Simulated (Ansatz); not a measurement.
Crystal: Cu.

```
Cu
1.0
     0.00000    1.80750    1.80750
     1.80750    0.00000    1.80750
     1.80750    1.80750    0.00000
Cu
1
Cartesian
  0.0000 0.0000 0.0000
```

| Quantity | Value |
| --- | --- |
| Program | Ansatz 0.2.0 |
| Task | single point |
| Functional | PBE |
| Potentials or basis | all-electron LAPW, scalar-relativistic |
| Cutoff | 295 eV (chosen from the basis error) |
| Basis error allowed | 0.001 eV/atom |
| k mesh | 13 × 13 × 13 |
| Occupations | fermi-dirac, width 0.05 eV |
| Spin | no spin polarisation |

On this cell: pressure 1.6 GPa; band gap on the k mesh none (metal or under the smearing width).

The same run follows on a disturbed copy (cell strained at random at fixed volume):

```
Cu
1.0
    -0.00858    1.79575    1.80169
     1.82295   -0.02405    1.81716
     1.79533    1.78360    0.00357
Cu
1
Direct
  0.00146 0.97571 0.02932
```

Question: What changes?

Answer: The energy (extrapolated to zero smearing) moves by +1.5 meV/atom; pressure 1.7 GPa; band gap on the k mesh none (metal or under the smearing width).

Stress tensor (GPa, compression positive):
```
 1.64  1.61 -0.80
 1.61  1.96  0.56
-0.80  0.56  1.54
```
